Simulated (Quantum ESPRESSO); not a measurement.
Ge:

```xyz
2
Lattice="-2.5745 2.5745 1.3974 2.5745 -2.5745 1.3974 2.5745 2.5745 -1.3974" Properties=species:S:1:pos:R:3 pbc="T T T"
Ge    0.0000    0.0000    1.3974
Ge    2.5745    0.0000    0.6987
```

This isn't the form of Ge at room conditions, which is diamond.

Below is the output of Quantum ESPRESSO 7.5 for this cell. Logs are shortened: lines on timing, memory, paths and dates and some standing lists are left out, and cuts for length are marked.

```text
This program is part of the open-source Quantum ESPRESSO suite
     for quantum simulation of materials; please cite
         "P. Giannozzi et al., J. Phys.:Condens. Matter 21 395502 (2009);
         "P. Giannozzi et al., J. Phys.:Condens. Matter 29 465901 (2017);
         "P. Giannozzi et al., J. Chem. Phys. 152 154105 (2020);
     in publications or presentations arising from this work. More details at

     Message from routine setup:
     using ibrav=0 with symmetry is DISCOURAGED, use correct ibrav instead

     K-points division:     npool     =       2
     Subspace diagonalization in iterative solution of the eigenvalue problem:
     a serial algorithm will be used

     G-vector sticks info
     --------------------
     sticks:   dense  smooth     PW     G-vecs:    dense   smooth      PW
     Sum        1189     599    193                35517    12637    2403

     Using Slab Decomposition

     bravais-lattice index     =            0
     lattice parameter (alat)  =       8.0000  a.u.
     unit-cell volume          =     250.0136 (a.u.)^3
     number of atoms/cell      =            2
     number of atomic types    =            1
     number of electrons       =        28.00
     number of Kohn-Sham states=           21
     kinetic-energy cutoff     =      52.0000  Ry
     charge density cutoff     =     414.0000  Ry
     scf convergence threshold =      4.0E-10
     mixing beta               =       0.5000
     number of iterations used =            8  plain     mixing
     energy convergence thresh.=      1.0E-05
     force convergence thresh. =      4.0E-04
     press convergence thresh. =      3.0E-01
     Exchange-correlation= SLA  PW   PSX  PSC
                           (   1   4  10   8   0   0   0)
     nstep                     =           40

     celldm(1)=   8.000000  celldm(2)=   0.000000  celldm(3)=   0.000000
     celldm(4)=   0.000000  celldm(5)=   0.000000  celldm(6)=   0.000000

     crystal axes: (cart. coord. in units of alat)
               a(1) = (  -0.608135   0.608135   0.330091 )
               a(2) = (   0.608135  -0.608135   0.330091 )
               a(3) = (   0.608135   0.608135  -0.330091 )

     reciprocal axes: (cart. coord. in units 2 pi/alat)
               b(1) = (  0.000000  0.822186  1.514734 )
               b(2) = (  0.822186  0.000000  1.514734 )
               b(3) = (  0.822186  0.822186  0.000000 )

     PseudoPot. # 1 for Ge read from file:
     ge_pbesol_v1.4.uspp.F.UPF
[... 884 lines left out ...]
     bravais-lattice index     =            0
     lattice parameter (alat)  =       8.0000  a.u.
     unit-cell volume          =     208.8570 (a.u.)^3
     number of atoms/cell      =            2
     number of atomic types    =            1
     number of electrons       =        28.00
     number of Kohn-Sham states=           21
     kinetic-energy cutoff     =      52.0000  Ry
     charge density cutoff     =     414.0000  Ry
     scf convergence threshold =      4.0E-12
     mixing beta               =       0.5000
     number of iterations used =            8  plain     mixing
     press convergence thresh. =      3.0E-01
     Exchange-correlation= SLA  PW   PSX  PSC
                           (   1   4  10   8   0   0   0)

     celldm(1)=   8.000000  celldm(2)=   0.000000  celldm(3)=   0.000000
     celldm(4)=   0.000000  celldm(5)=   0.000000  celldm(6)=   0.000000

     crystal axes: (cart. coord. in units of alat)
               a(1) = (  -0.573754   0.573754   0.309790 )
               a(2) = (   0.573754  -0.573754   0.309790 )
               a(3) = (   0.573754   0.573754  -0.309790 )

     reciprocal axes: (cart. coord. in units 2 pi/alat)
               b(1) = ( -0.000000  0.871453  1.613997 )
               b(2) = (  0.871453 -0.000000  1.613997 )
               b(3) = (  0.871453  0.871453 -0.000000 )

     PseudoPot. # 1 for Ge read from file:
     ge_pbesol_v1.4.uspp.F.UPF
     Pseudo is Ultrasoft + core correction, Zval = 14.0
     Generated by new atomic code, or converted to UPF format
     Using radial grid of  873 points,  6 beta functions with:
                l(1) =   0
                l(2) =   0
                l(3) =   1
                l(4) =   1
                l(5) =   2
                l(6) =   2
     Q(r) pseudized with  8 coefficients,  rinner =    1.400   1.400   1.400
                                                       1.400   1.400

     atomic species   valence    mass     pseudopotential
     Ge               14.00    72.63000     Ge( 1.00)

     16 Sym. Ops., with inversion, found ( 8 have fractional translation)

   Cartesian axes

     site n.     atom                  positions (alat units)
         1        Ge     tau(   1) = (  -0.0000000   0.0000000   0.3097900  )
         2        Ge     tau(   2) = (   0.5737541  -0.0000000   0.1548950  )

     number of k points=   126  Fermi-Dirac smearing, width (Ry)=  0.0037

     Number of k-points >= 100: set verbosity='high' to print them.

     Dense  grid:    29677 G-vectors     FFT dimensions: (  48,  48,  48)

     Smooth grid:    10539 G-vectors     FFT dimensions: (  32,  32,  32)

     Initial potential from superposition of free atoms

     starting charge      27.9984, renormalised to      28.0000
     Starting wfcs are   18 randomized atomic wfcs +    3 random wfcs

     Self-consistent Calculation

     iteration #  1     ecut=    52.00 Ry     beta= 0.50
     Davidson diagonalization with overlap
     ethr =  1.00E-06,  avg # of iterations = 11.6
[... 78 lines left out ...]
          total   stress  (Ry/bohr**3)                   (kbar)     P=      199.46
   0.00135579  -0.00000000  -0.00000000          199.44       -0.00       -0.00
  -0.00000000   0.00135579  -0.00000000           -0.00      199.44       -0.00
  -0.00000000  -0.00000000   0.00135605           -0.00       -0.00      199.48

=------------------------------------------------------------------------------=
   JOB DONE.
=------------------------------------------------------------------------------=
```

Problem. What input gives this log?

Solution. Relaxation of cell and atoms with PBEsol, no spin polarisation. The files as run (others can give the same):

pw.in
```
&CONTROL
  calculation = 'vc-relax'
  prefix = 'pwscf'
  outdir = './tmp'
  pseudo_dir = './pseudo'
  tprnfor = .true.
  tstress = .true.
  disk_io = 'low'
  nstep = 40
  forc_conv_thr = 0.0004
  etot_conv_thr = 1d-05
/
&SYSTEM
  ibrav = 0
  celldm(1) = 8
  nat = 2
  ntyp = 1
  ecutwfc = 52
  ecutrho = 414
  nbnd = 21
  occupations = 'smearing'
  smearing = 'fd'
  degauss = 0.00367493
/
&ELECTRONS
  conv_thr = 4d-10
  electron_maxstep = 120
  mixing_beta = 0.5
/
&IONS
  ion_dynamics = 'bfgs'
/
&CELL
  cell_dynamics = 'bfgs'
  press = 200
  press_conv_thr = 0.3
/
ATOMIC_SPECIES
Ge    72.6300 ge_pbesol_v1.4.uspp.F.UPF
CELL_PARAMETERS alat
 -0.6081350599468   0.6081350599468   0.3300908973422
  0.6081350599468  -0.6081350599468   0.3300908973422
  0.6081350599468   0.6081350599468  -0.3300908973422
ATOMIC_POSITIONS crystal
Ge     0.5000000000    0.5000000000    0.0000000000
Ge     0.2500000000    0.7500000000    0.5000000000
K_POINTS automatic
11 11 11 0 0 0
```

Potentials or basis: GBRV 1.5 PBEsol.
Launch:
```bash
$ OMP_NUM_THREADS=1 mpirun -n 2 pw.x -nk 2 -in pw.in > pw.out
```
